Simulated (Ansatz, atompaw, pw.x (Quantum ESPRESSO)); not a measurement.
pw.x on sc Pm: one setting changed

Potential: PAW, atompaw 4.2.0.5, PBE; core [Kr] 4d10, reference 4f5 5s2 5p6 5d0 6s2 6p0; waves: 5s (bound): rc 2.25 bohr; 6s (bound): rc 2.60 bohr; 5p (bound): rc 2.15 bohr; 6p (bound, empty): rc 2.55 bohr; 5d (bound, empty): rc 3.00 bohr; 5d channel at 0.85 Ry: rc 3.00 bohr; 4f (bound): rc 1.55 bohr; 4f channel at 1.4 Ry: rc 1.55 bohr; local part: troulliermartins scheme with l = 4 at 0 Ry, radius 2.50 bohr; core correction: smooth core density matched at 2.00 bohr; augmentation: sinc compensation charge, radius 2.85 bohr; PAW radius 3.00 bohr; waves and projectors: custom polynom vanderbiltortho.

The reference run (k-mesh 13³, cutoffs 145/900 Ry, Fermi–Dirac 0.01 Ry, mixing_beta 0.4, conv_thr 1e-9, no spin) gives -0.18 GPa at 17.883 Å³/atom, where all-electron LAPW gives -0.78 GPa. This run, with its own iteration cap, changes degauss to 0.005.

```
&control
  calculation='scf', prefix='x', pseudo_dir='./', outdir='./tmp', tstress=.true., disk_io='none'
/
&system
  ibrav=0, nat=1, ntyp=1, ecutwfc=145, ecutrho=900, nbnd=15,
  occupations='smearing', smearing='fd', degauss=0.005
/
&electrons
  conv_thr=1e-09, mixing_beta=0.4, electron_maxstep=60
/
ATOMIC_SPECIES
Pm 1.0 Pm.UPF
CELL_PARAMETERS angstrom
  2.61505077 0.00000000 0.00000000
  0.00000000 2.61505077 0.00000000
  0.00000000 0.00000000 2.61505077
ATOMIC_POSITIONS crystal
Pm 0.0000 0.0000 0.0000
K_POINTS automatic
13 13 13 0 0 0
```

```bash
pw.x < Pm.scf.in > Pm.scf.out
```

How does the run end?

It converges in 13 iterations; the free energy moves by +146.2 meV/atom and the pressure by -2.26 GPa. In a metal, with Fermi–Dirac smearing, F lies below its zero-width value by a term in the square of the width.

```
Message from routine setup:
     using ibrav=0 with symmetry is DISCOURAGED, use correct ibrav instead
     lattice parameter (alat)  =       4.9417  a.u.
     unit-cell volume          =     120.6805 (a.u.)^3
     number of electrons       =        15.00
     number of Kohn-Sham states=           15
     kinetic-energy cutoff     =     145.0000  Ry
     charge density cutoff     =     900.0000  Ry
     scf convergence threshold =      1.0E-09
     Exchange-correlation= SLA PW PBX PBC
     number of k points=    84  Fermi-Dirac smearing, width (Ry)=  0.0050
     iteration #  1     ecut=   145.00 Ry     beta= 0.40
     total energy              =    -567.64881282 Ry
     estimated scf accuracy    <       1.08672284 Ry
     iteration #  2     ecut=   145.00 Ry     beta= 0.40
     total energy              =    -568.63578737 Ry
     estimated scf accuracy    <       2.33538206 Ry
     iteration #  3     ecut=   145.00 Ry     beta= 0.40
     total energy              =    -569.19287682 Ry
     estimated scf accuracy    <       0.04085765 Ry
     [... 7 iterations left out ...]
     iteration # 11     ecut=   145.00 Ry     beta= 0.40
     total energy              =    -569.21034990 Ry
     estimated scf accuracy    <       0.00000004 Ry
     iteration # 12     ecut=   145.00 Ry     beta= 0.40
     total energy              =    -569.21034990 Ry
     estimated scf accuracy    <          4.4E-09 Ry
     iteration # 13     ecut=   145.00 Ry     beta= 0.40
     the Fermi energy is    24.0997 ev
!    total energy              =    -569.21034990 Ry
     estimated scf accuracy    <          5.0E-10 Ry
     smearing contrib. (-TS)   =      -0.00729160 Ry
     convergence has been achieved in  13 iterations
          total   stress  (Ry/bohr**3)                   (kbar)     P=      -24.35
     Message from routine punch:
     Nothing written, as per user request (disk_io='none')
```

The run took about 71 s on one core of a shared host (Intel(R) Xeon(R) 6975P-C, 192 threads, 378 GiB, load 78).
